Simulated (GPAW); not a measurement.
Input of a GPAW 26.7.0 run:

File run.py:

```python
import numpy as np
from ase.dft.bandgap import bandgap
from ase.io import read, write
from gpaw import GPAW, PW
from gpaw.spinorbit import soc_eigenstates

atoms = read('Au.xyz')

calc = GPAW(mode=PW(600),
            xc={'name': 'optB88-vdW', 'backend': 'libvdwxc'},
            kpts={'size': (11, 11, 11), 'gamma': True},
            occupations={'name': 'fermi-dirac', 'width': 0.05},
            nbands=14,
            convergence={'density': 1e-05, 'energy': 1e-05},
            maxiter=150,
            legacy_gpaw=True,
            txt='gpaw.txt')
atoms.calc = calc
energy = atoms.get_potential_energy()
forces = atoms.get_forces()
calc.write('gs.gpw')
write('result.traj', atoms)
print(f'Energy: {energy:.6f} eV')
print('Forces (eV/A):')
print(forces.round(4))
print('Fermi level:', round(calc.get_fermi_level(), 4), 'eV')
print(f'Gap: {bandgap(calc)[0]:.4f} eV, direct: {bandgap(calc, direct=True)[0]:.4f} eV')

path = atoms.cell.bandpath('GXWKGLUWLK,UX', npoints=100, eps=1e-4)
bs_calc = calc.fixed_density(kpts=path, symmetry='off', nbands=21,
                             convergence={'bands': 'CBM+6.0', 'eigenstates': 1e-6}, txt='bands.txt')
bs = bs_calc.band_structure()
bs.write('bs.json')
print(f'Gap on the path: {bandgap(bs_calc)[0]:.4f} eV')

soc = soc_eigenstates(bs_calc, theta=0, phi=0)
np.savetxt('soc_bands.dat', soc.eigenvalues(), fmt='%.4f')
mesh = soc_eigenstates('gs.gpw', theta=0, phi=0)
np.savetxt('soc_mesh.dat', mesh.eigenvalues(), fmt='%.4f')
print('Fermi level with spin-orbit coupling:', round(mesh.fermi_level, 4), 'eV')
```

Au.xyz

```xyz
1
Lattice="0.0000000000 2.0350000000 2.0350000000 2.0350000000 0.0000000000 2.0350000000 2.0350000000 2.0350000000 0.0000000000" Properties=species:S:1:pos:R:3 pbc="T T T"
Au     0.0000000000      0.0000000000      0.0000000000
```

Potentials or basis: GPAW PAW data sets (gpaw-data 1.2.1), pw.

Launch:

```bash
$ OMP_NUM_THREADS=1 python run.py
```

Q: Estimate the band gap along the path.

A: None (metal or under the smearing width).

Levels at the corners of the path, in eV from the Fermi level:
| point | band 7 | band 8 | band 9 | band 10 | band 11 | band 12 | band 13 | band 14 |
| --- | --- | --- | --- | --- | --- | --- | --- | --- |
| Γ | -4.30 | -4.30 | -3.09 | -3.09 | -3.09 | -3.09 | 16.00 | 16.00 |
| X | -2.22 | -2.22 | -1.13 | -1.13 | 0.72 | 0.72 | 5.83 | 5.83 |
| W | -3.31 | -3.31 | -1.74 | -1.74 | 4.80 | 4.80 | 5.33 | 5.33 |
| K | -3.10 | -3.10 | -2.03 | -2.03 | 3.74 | 3.74 | 4.65 | 4.66 |
| Γ | -4.30 | -4.30 | -3.09 | -3.09 | -3.09 | -3.09 | 16.00 | 16.00 |
| L | -2.48 | -2.48 | -1.72 | -1.72 | -1.14 | -1.14 | 3.12 | 3.12 |
| U | -3.10 | -3.10 | -2.03 | -2.03 | 3.74 | 3.74 | 4.65 | 4.65 |
| W | -3.31 | -3.31 | -1.74 | -1.74 | 4.80 | 4.80 | 5.33 | 5.33 |
| L | -2.48 | -2.48 | -1.72 | -1.72 | -1.15 | -1.14 | 3.12 | 3.12 |
| K | -3.10 | -3.10 | -2.03 | -2.03 | 3.74 | 3.75 | 4.66 | 4.66 |
| U | -3.10 | -3.10 | -2.03 | -2.03 | 3.74 | 3.74 | 4.65 | 4.66 |
| X | -2.22 | -2.22 | -1.13 | -1.13 | 0.72 | 0.73 | 5.83 | 5.83 |

Caveat: spin-orbit coupling was added after a scalar SCF, so levels and gaps hold it while energy, forces, pressure and moments don't; this program's spin-orbit splittings come out too wide for heavy elements; the PAW data sets were made with another functional, which shifts forces and pressure a little.
